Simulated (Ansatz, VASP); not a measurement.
## One calculation of Cl, two programs

```xyz
4
Lattice="3.2397 -2.0167 0.0000 3.2397 2.0167 0.0000 0.0000 0.0000 8.0531" Properties=species:S:1:pos:R:3 pbc="T T T"
Cl    3.2397   -1.5090    0.8810
Cl    3.2397   -0.5077    4.9075
Cl    3.2397    1.5090    7.1721
Cl    3.2397    0.5077    3.1456
```

Alike in both runs: functional PBE; dispersion D3(BJ); k mesh 8 × 8 × 4; occupations gaussian, width 0.02 eV; no spin polarisation.

Ansatz relaxed the structure, and its values are those at the end. VASP's run is a single point on that final structure, the one shown.

```csv
,VASP,Ansatz
version,VASP 6.6.1,Ansatz 0.2.0
potentials or method,"VASP PAW PBE potentials, release 64 (Cl)","scalar-relativistic, plane waves, PAW"
plane-wave cutoff (eV),520,420
valence electrons in the cell,28,28
```

```csv
,VASP,Ansatz,Ansatz less VASP
gap on the k mesh at the Fermi level (eV),2.22,2.18,-0.045
least direct gap on the mesh (eV),2.22,2.18,-0.045
pressure (GPa),-0.1,0.3,+0.37
rms of the force components (eV/Å),0.098,0.002,-0.0965
```

One of these differences is far larger than is usual between the two programs; its cause wasn't traced.

A k mesh can miss the band edges. A hybrid or GW would open this gap; PBE tends to underestimate it.
